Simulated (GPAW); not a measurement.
Here is a GPAW 26.7.0 calculation.

Contents of run.py:

```python
from ase import Atoms
from ase.dft.bandgap import bandgap
from ase.io import write
from ase.units import GPa
from gpaw import GPAW, PW, setup_paths

setup_paths.insert(0, '.')

atoms = Atoms(['Ni', 'Si', 'Si'],
              cell=[[0.0, 2.703, 2.703],
                    [2.703, 0.0, 2.703],
                    [2.703, 2.703, 0.0]],
              scaled_positions=[[0.0, 0.0, 0.0],
                                [0.75, 0.75, 0.75],
                                [0.25, 0.25, 0.25]],
              pbc=True)
atoms.set_initial_magnetic_moments([1.0, 0.0, 0.0])

calc = GPAW(mode=PW(600),
            xc='PBEsol',
            kpts={'size': (9, 9, 9), 'gamma': True},
            occupations={'name': 'fermi-dirac', 'width': 0.05},
            setups={'Ni': ':d,2.0'},
            nbands=24,
            convergence={'density': 1e-05, 'energy': 1e-05},
            maxiter=150,
            txt='gpaw.txt')
atoms.calc = calc
energy = atoms.get_potential_energy()
forces = atoms.get_forces()
stress = atoms.get_stress()
calc.write('gs.gpw')
write('result.traj', atoms)
print(f'Energy: {energy:.6f} eV')
print('Forces (eV/A):')
print(forces.round(4))
print('Stress (GPa):', (stress / GPa).round(3))
print('Moments:', calc.get_magnetic_moments().round(3))
print('Fermi level:', round(calc.get_fermi_level(), 4), 'eV')
print(f'Gap: {bandgap(calc)[0]:.4f} eV, direct: {bandgap(calc, direct=True)[0]:.4f} eV')

path = atoms.cell.bandpath('GXWKGLUWLK,UX', npoints=60, eps=1e-4)
bs_calc = calc.fixed_density(kpts=path, symmetry='off', nbands=35,
                             convergence={'bands': 'CBM+6.0', 'eigenstates': 1e-6}, txt='bands.txt')
bs = bs_calc.band_structure()
bs.write('bs.json')
print(f'Gap on the path: {bandgap(bs_calc)[0]:.4f} eV')
```

Potentials or basis: PAW data sets generated in the run's folder for this functional, pw.

Command:

```sh
$ gpaw-setup -f PBEsol Ni Si
$ OMP_NUM_THREADS=1 python run.py
```

Question: Predict the net moment.

Answer: 0.00 μB per cell.

Question: What does it give for the band gap along the path?

Answer: None (metal or under the smearing width).

Levels at the corners of the path, in eV from the Fermi level:
Spin up:
```csv
point,band 9,band 10,band 11,band 12,band 13,band 14,band 15,band 16
Γ,-3.82,-0.33,1.74,1.74,1.74,2.26,2.26,2.26
X,-3.79,-3.79,-3.67,-3.42,-0.45,1.32,7.72,8.30
W,-3.88,-3.78,-3.47,-2.67,2.23,2.23,4.59,5.24
K,-3.98,-3.59,-3.16,-2.84,0.16,3.61,4.69,6.35
Γ,-3.82,-0.33,1.74,1.74,1.74,2.26,2.26,2.26
L,-3.60,-3.60,-1.46,-1.46,1.70,1.80,1.80,2.64
U,-3.98,-3.59,-3.16,-2.84,0.16,3.61,4.69,6.35
W,-3.88,-3.78,-3.47,-2.67,2.23,2.23,4.59,5.24
L,-3.60,-3.60,-1.46,-1.46,1.70,1.80,1.80,2.64
K,-3.98,-3.59,-3.16,-2.84,0.16,3.61,4.69,6.35
U,-3.98,-3.59,-3.16,-2.84,0.16,3.61,4.69,6.35
X,-3.79,-3.79,-3.67,-3.42,-0.45,1.32,7.72,8.30
```
Spin down:
| point | band 10 | band 11 | band 12 | band 13 | band 14 | band 15 |
| --- | --- | --- | --- | --- | --- | --- |
| Γ | -0.33 | 1.74 | 1.74 | 1.74 | 2.26 | 2.26 |
| X | -3.79 | -3.67 | -3.42 | -0.45 | 1.32 | 7.72 |
| W | -3.78 | -3.47 | -2.67 | 2.23 | 2.23 | 4.59 |
| K | -3.59 | -3.16 | -2.84 | 0.16 | 3.61 | 4.69 |
| Γ | -0.33 | 1.74 | 1.74 | 1.74 | 2.26 | 2.26 |
| L | -3.60 | -1.46 | -1.46 | 1.70 | 1.80 | 1.80 |
| U | -3.59 | -3.16 | -2.84 | 0.16 | 3.61 | 4.69 |
| W | -3.78 | -3.47 | -2.67 | 2.23 | 2.23 | 4.59 |
| L | -3.60 | -1.46 | -1.46 | 1.70 | 1.80 | 1.80 |
| K | -3.59 | -3.16 | -2.84 | 0.16 | 3.61 | 4.69 |
| U | -3.59 | -3.16 | -2.84 | 0.16 | 3.61 | 4.69 |
| X | -3.79 | -3.67 | -3.42 | -0.45 | 1.32 | 7.72 |

Caveat: the stock nickel data set gives pressures a few GPa off other programs; the U is typed as a test and isn't derived for this compound. The state reached can hang on the start; a lower one may exist.
